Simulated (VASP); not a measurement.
# SrTe (Fm-3m) in VASP: settings compared, part 2 of 2

VASP 6.6.1. The steps go on from the part before.

### 5 Relaxation of cell and atoms, PBE

This run uses another cell than the first one, of 38.05 Å³/atom, 1.007 times its volume.

INCAR

```
ALGO = Normal ; EDIFF = 1E-7
EDIFFG = -0.005 ; ENCUT = 600
GGA = PE ; IBRION = 2
ISIF = 3 ; ISMEAR = 0
LASPH = True ; LCHARG = False
LREAL = False ; LWAVE = False
NELM = 80 ; NSW = 90
PREC = Accurate ; SIGMA = 0.03
```

KPOINTS

```
k-points
0
Gamma
  8 8 8
```

POSCAR

```
SrTe                                    
1.0
    0.0000000000      3.3633324956      3.3633324956
    3.3633324956      0.0000000000      3.3633324956
    3.3633324956      3.3633324956     -0.0000000000
  Te              Sr            
     1     1
Direct
     0.5000000000000000    0.5000000000000000    0.5000000000000000
     0.0000000000000000    1.0000000000000000    1.0000000000000000
```

Potentials or basis: VASP PAW PBE potentials, release 64 (Te, Sr_sv).

Command:

```
cat potpaw_PBE.64/Te/POTCAR potpaw_PBE.64/Sr_sv/POTCAR > POTCAR
mpirun -np 1 vasp_std > vasp.out
```

OUTCAR:

```text
EDIFF = 1E-7
   EDIFFG = -0.005
   ENCUT = 600
   GGA = PE
   IBRION = 2
   ISIF = 3
   ISMEAR = 0
   LASPH = True
   LREAL = False
   NELM = 80
   NSW = 90
   PREC = Accurate

 ion  position               nearest neighbor table
   1  0.500  0.500  0.500-   2 3.36   2 3.36   2 3.36   2 3.36   2 3.36   2 3.36
   2  0.000  0.000  0.000-   1 3.36   1 3.36   1 3.36   1 3.36   1 3.36   1 3.36

  LATTYP: Found a face centered cubic cell.
 ALAT       =     6.7266649912

  Lattice vectors:

 A1 = (   0.0000000000,   3.3633324956,   3.3633324956)
 A2 = (   3.3633324956,   0.0000000000,   3.3633324956)
 A3 = (   3.3633324956,   3.3633324956,   0.0000000000)

Analysis of symmetry for initial positions (statically):
=====================================================================
 Subroutine PRICEL returns:
 Original cell was already a primitive cell.

 Routine SETGRP: Setting up the symmetry group for a
 face centered cubic supercell.

 Subroutine GETGRP returns: Found 48 space group operations
 (whereof 48 operations were pure point group operations)
 out of a pool of 48 trial point group operations.

The static configuration has the point symmetry O_h .

[... 227 lines left out ...]
      9       5.3779      0.00000
     10       5.9455      0.00000
     11       5.9455      0.00000
     12       5.9455      0.00000
[... 331 lines left out ...]
 k-point    24 :      -0.3750    0.2500    0.1250
  band No.  band energies     occupation
      1     -32.1010      2.00000
      2     -14.1780      2.00000
      3     -14.1184      2.00000
      4     -14.1035      2.00000
      5      -6.6909      2.00000
      6       0.3114      2.00000
      7       1.3385      2.00000
      8       1.5920      2.00000
      9       6.6124      0.00000
     10       6.8478      0.00000
     11       8.1116      0.00000
     12       8.2856      0.00000

 [... further k-points ...]

------------------------ aborting loop because EDIFF is reached ----------------------------------------

  FORCE on cell =-STRESS in cart. coord.  units (eV):
  Direction    XX          YY          ZZ          XY          YZ          ZX
  --------------------------------------------------------------------------------------
  -------------------------------------------------------------------------------------
  Total        0.0027238      0.0027238      0.0027238     -0.0000000     -0.0000000      0.0000000
  in kB        0.0574053      0.0574053      0.0574053     -0.0000000     -0.0000000      0.0000000
  external PRESSURE =       0.0574053 kB  Pullay stress =       0.0000000 kB

 VOLUME and BASIS-vectors are now :
 -----------------------------------------------------------------------------
  energy-cutoff  :      600.00
  volume of cell :       76.02
      direct lattice vectors                 reciprocal lattice vectors
     0.000000000  3.362299205  3.362299205    -0.148707765  0.148707765  0.148707765
     3.362299205 -0.000000000  3.362299205     0.148707765 -0.148707765  0.148707765
     3.362299205  3.362299205 -0.000000000     0.148707765  0.148707765 -0.148707765

 POSITION                                       TOTAL-FORCE (eV/Angst)
 -----------------------------------------------------------------------------------
      3.36230      3.36230      3.36230        -0.000000     -0.000000      0.000000
      3.36230     -0.00000      3.36230         0.000000      0.000000     -0.000000
 -----------------------------------------------------------------------------------
    total drift:                                0.000000     -0.000000     -0.000000

  FREE ENERGIE OF THE ION-ELECTRON SYSTEM (eV)
  ---------------------------------------------------
  free  energy   TOTEN  =        -8.2687902071 eV

  energy  without entropy=       -8.2687902071  energy(sigma->0) =       -8.26879021

 reached required accuracy - stopping structural energy minimisation
```

CONTCAR:

```text
SrTe
   1.00000000000000
     0.0000000000000000    3.3622992054233833    3.3622992054233833
     3.3622992054233833   -0.0000000000000000    3.3622992054233833
     3.3622992054233833    3.3622992054233833   -0.0000000000000000
  Te              Sr
     1     1
Direct
     0.5000000000000000    0.5000000000000000    0.5000000000000000
     0.0000000000000000    1.0000000000000000    0.0000000000000000

  0.00000000E+00  0.00000000E+00  0.00000000E+00
  0.00000000E+00  0.00000000E+00  0.00000000E+00
```

Run time: 66 s. Hardware: 1 thread of Intel Xeon Platinum 8488C (Sapphire Rapids), shared host; peak memory 0.25 GiB.

Results:

```yaml
Free_energy: -8.2688 eV
Relaxed_volume: 38.01 Å³/atom
Relaxed_cell: a = 4.755 Å, b = 4.755 Å, c = 4.755 Å, α = 60.00°, β = 60.00°, γ = 60.00°
Space_group_after_relaxing_to_0.05_Å: Fm-3m (No. 225)
Energy_gained_by_relaxing: 0.0 meV/atom
Ionic_steps: 2
Pressure_after_relaxing: 0.0 GPa
Band_gap_on_the_k_mesh: 1.77 eV, indirect (least direct gap 2.49 eV)
```

Final structure:
```
CELL_PARAMETERS angstrom
0.00000 3.36230 3.36230
3.36230 0.00000 3.36230
3.36230 3.36230 0.00000
ATOMIC_POSITIONS crystal
Te 0.50000 0.50000 0.50000
Sr 0.00000 0.00000 0.00000
```

Levels at points of the mesh, in eV from the valence-band top:
```tsv
k point	band 5	band 6	band 7	band 8	band 9	band 10	band 11	band 12
(0.00, 0.00, 0.00)	-9.89	0.00	0.00	0.00	2.73	3.30	3.30	3.30
(0.50, 0.00, 0.00)	-9.30	-2.74	-1.05	-1.05	3.84	5.11	5.29	5.29
(0.50, 0.50, 0.00)	-9.47	-1.93	-0.72	-0.72	1.77	3.81	4.78	5.98
```

Caveat: spin-orbit coupling is left out, which moves the levels of the heavy elements. A k mesh can miss the band edges.

### 6 Relaxation of cell and atoms, LDA

INCAR

```
PREC = Accurate ; ENCUT = 600
EDIFF = 1E-6 ; ISMEAR = 0
SIGMA = 0.03 ; LREAL = F
LASPH = T ; NELM = 80
ALGO = Normal ; ISIF = 3
LWAVE = F ; LCHARG = F
IBRION = 2 ; NSW = 90
EDIFFG = -0.01
```

KPOINTS

```
Automatic mesh
0
Gamma
  8 8 8
```

POSCAR

```
SrTe
1.0
    0.0000000000      3.3558353100      3.3558353100
    3.3558353100      0.0000000000      3.3558353100
    3.3558353100      3.3558353100      0.0000000000
Te Sr
1 1
Direct
    0.5000000000      0.5000000000      0.5000000000
    0.0000000000      0.0000000000      0.0000000000
```

Potentials or basis: VASP PAW LDA potentials, release 64 (Te, Sr_sv).

Command:

```
cat potpaw_LDA.64/Te/POTCAR potpaw_LDA.64/Sr_sv/POTCAR > POTCAR
mpirun -np 1 vasp_std > vasp.out
```

Wall time 42 s (1 thread of Intel Xeon Platinum 8488C (Sapphire Rapids), shared host); peak memory 0.21 GiB.

Results (log left out):

```
Free energy                            : -9.2598 eV
Relaxed volume                         : 34.89 Å³/atom
Relaxed cell                           : a = 4.621 Å, b = 4.621 Å, c = 4.621 Å, α = 60.00°, β = 60.00°, γ = 60.00°
Space group after relaxing (to 0.05 Å) : Fm-3m (No. 225)
Energy gained by relaxing              : 25.5 meV/atom
Ionic steps                            : 3
Pressure after relaxing                : 0.0 GPa
Band gap on the k mesh                 : 1.42 eV, indirect (least direct gap 2.20 eV)
```

Step by step:
| step | energy change (eV) | largest force (eV/Å) | pressure (GPa) | volume (Å³) |
| --- | --- | --- | --- | --- |
| 1 | 0.0000 | 0.0000 | -2.63 | 75.58 |
| 2 | -0.0499 | 0.0000 | 0.47 | 69.00 |
| 3 | -0.0511 | 0.0000 | 0.00 | 69.79 |

Final structure:
```
Te Sr
1.0
     0.00000    3.26773    3.26773
     3.26773    0.00000    3.26773
     3.26773    3.26773    0.00000
Te Sr
1 1
Direct
  0.50000 0.50000 0.50000
  0.00000 0.00000 0.00000
```

Levels at points of the mesh, in eV from the valence-band top:
| k point | band 4 | band 5 | band 6 | band 7 | band 8 | band 9 | band 10 | band 11 | band 12 |
| --- | --- | --- | --- | --- | --- | --- | --- | --- | --- |
| (0.00, 0.00, 0.00) | -16.48 | -10.23 | 0.00 | 0.00 | 0.00 | 2.90 | 3.08 | 3.08 | 3.08 |
| (0.50, 0.00, 0.00) | -16.48 | -9.46 | -3.10 | -1.26 | -1.26 | 3.83 | 5.11 | 5.28 | 5.28 |
| (0.50, 0.50, 0.00) | -16.52 | -9.72 | -2.11 | -0.79 | -0.79 | 1.42 | 3.90 | 4.80 | 6.16 |

Caveat: spin-orbit coupling is left out, which moves the levels of the heavy elements. A k mesh can miss the band edges.

### 7 Relaxation of cell and atoms, LDA

This run uses another cell than the first one, of 34.89 Å³/atom, 0.923 times its volume.

INCAR

```
PREC = Accurate ; ENCUT = 600
EDIFF = 1E-7 ; ISMEAR = 0
SIGMA = 0.03 ; LREAL = F
LASPH = T ; NELM = 80
ALGO = Normal ; ISIF = 3
LWAVE = F ; LCHARG = F
IBRION = 2 ; NSW = 90
EDIFFG = -0.005
```

KPOINTS is that of step 6.

POSCAR

```
SrTe                                    
1.0
    0.0000000000      3.2677274058      3.2677274058
    3.2677274058      0.0000000000      3.2677274058
    3.2677274058      3.2677274058      0.0000000000
  Te              Sr            
     1     1
Direct
     0.5000000000000000    0.5000000000000000    0.5000000000000000
     0.0000000000000000    0.0000000000000000    0.0000000000000000
```

Command:

```
cat potpaw_LDA.64/Te/POTCAR potpaw_LDA.64/Sr_sv/POTCAR > POTCAR
mpirun -np 1 vasp_std > vasp.out
```

Run time: 18 s. Hardware: 1 thread of Intel Xeon Platinum 8488C (Sapphire Rapids), shared host; peak memory 0.2 GiB.

The run converged. Its results:

```yaml
Free_energy: -9.2595 eV
Pressure_after_relaxing: 0.0 GPa
Band_gap_on_the_k_mesh: 1.42 eV, indirect (least direct gap 2.20 eV)
```

Final structure:
```xyz
2
Lattice="0.0000 3.2677 3.2677 3.2677 0.0000 3.2677 3.2677 3.2677 0.0000" Properties=species:S:1:pos:R:3 pbc="T T T"
Te    3.2677    3.2677    3.2677
Sr    0.0000    0.0000    0.0000
```

Levels at points of the mesh, in eV from the valence-band top:
| k point | band 5 | band 6 | band 7 | band 8 | band 9 | band 10 | band 11 | band 12 |
| --- | --- | --- | --- | --- | --- | --- | --- | --- |
| (0.00, 0.00, 0.00) | -10.23 | 0.00 | 0.00 | 0.00 | 2.90 | 3.08 | 3.08 | 3.08 |
| (0.50, 0.00, 0.00) | -9.46 | -3.10 | -1.26 | -1.26 | 3.83 | 5.11 | 5.28 | 5.28 |
| (0.50, 0.50, 0.00) | -9.72 | -2.11 | -0.79 | -0.79 | 1.42 | 3.90 | 4.80 | 6.17 |

Caveat: the relaxation stopped at its first step, so nothing moved; spin-orbit coupling is left out, which moves the levels of the heavy elements.

### 8 The runs side by side

```tsv
level	potentials or basis	gap on the mesh (eV)	pressure (GPa)
r2SCAN	VASP PAW PBE potentials, release 64 (Te, Sr_sv)	2.15	0.0
PBE	VASP PAW PBE potentials, release 64 (Te, Sr_sv)	1.77	0.0
LDA	VASP PAW LDA potentials, release 64 (Te, Sr_sv)	1.42	0.0
```

Alike in all rows: task relaxation of cell and atoms; no spin polarisation; cell relaxed; k mesh 8 × 8 × 8; cutoff (eV) 600; smearing gaussian 0.03 eV.

Caveats: spin-orbit coupling is left out, which moves the levels of the heavy elements; the relaxation stopped at its first step, so nothing moved (some runs); the PAW data sets were made with another functional, which shifts forces and pressure a little (some runs).

Absolute energies hang on the potentials; compare differences alone.
